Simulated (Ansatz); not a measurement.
The system is Fe.

```
CELL_PARAMETERS angstrom
-1.44300 1.44300 1.44300
1.44300 -1.44300 1.44300
1.44300 1.44300 -1.44300
ATOMIC_POSITIONS crystal
Fe 0.00000 0.00000 0.00000
```

| Property | Result |
| --- | --- |
| Program | Ansatz 0.2.0 |
| Task | single point |
| Functional | PBE |
| Potentials or basis | all-electron LAPW, scalar-relativistic |
| Cutoff | 303 eV (chosen from the basis error) |
| Basis error allowed | 0.001 eV/atom |
| k mesh | 13 × 13 × 13 |
| Occupations | fermi-dirac, width 0.05 eV |
| Spin | collinear spin, ferromagnetic start |
| Starting moments | [3.0] μB |

On this cell: pressure -9.8 GPa; net moment 2.24 μB per cell; site moments Fe +2.30 μB; band gap on the k mesh none (metal or under the smearing width).

The same run follows on a disturbed copy (cell strained at random at fixed volume):

```
Fe
1.0
    -1.48153    1.43424    1.45901
     1.46753   -1.43096    1.44173
     1.45354    1.40297   -1.45574
Fe
1
Direct
  0.98721 0.99305 0.98531
```

Task: What changes?

Result: The energy (extrapolated to zero smearing) moves by +3.0 meV/atom; pressure -9.6 GPa; net moment 2.24 μB per cell; site moments Fe +2.31 μB; band gap on the k mesh none (metal or under the smearing width).

Stress tensor (GPa, compression positive):
```
-10.74   1.39   0.62
  1.39  -7.99  -0.05
  0.62  -0.05 -10.09
```
